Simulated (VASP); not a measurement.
System: HfN (rock salt type, first atom moved by 0.06 Å along [111]), 2 atoms in the cell.

```yaml
crystal:
  lattice:
    - [0.00000, 2.26500, 2.26500]
    - [2.26500, 0.00000, 2.26500]
    - [2.26500, 2.26500, 0.00000]
  atoms:
    - { symbol: Hf, position: [0.00765, 0.00765, 0.00765] }
    - { symbol: N, position: [0.50000, 0.50000, 0.50000] }
```
Lattice in Å, positions in fractions of it.

Code and potentials: VASP, Hf_pv/N, 520 eV. Settings: k-mesh 4×4×4 Γ-centred; Fermi–Dirac smearing of 0.1 eV; no spin polarisation; no spin–orbit coupling. For HSE06: HFSCREEN = 0.208; HFRCUT = 0; PRECFOCK = Normal.

Plain PBE gives:

- Pressure: 1.49 GPa

```
atom  Fx (eV/Å)  Fy (eV/Å)  Fz (eV/Å)
 Hf1     -0.392     -0.392     -0.392
  N2      0.392      0.392      0.392
```

Problem. What changes under HSE06?

Solution. The pressure drops by 7.025 GPa to -5.532 GPa; the forces move by 7 meV/Å (rms):

```
atom  Fx (eV/Å)  Fy (eV/Å)  Fz (eV/Å)
 Hf1     -0.396     -0.396     -0.396
  N2      0.396      0.396      0.396
```

VASP prints the stress at a fixed plane-wave basis, so it holds the Pulay stress of this cutoff.

The k-mesh is coarse, so these values belong to this mesh and can lie far from the converged ones. Potentials made with PBE were used with another functional (at least in: VASP, Hf_pv/N, 520 eV (HSE06)).
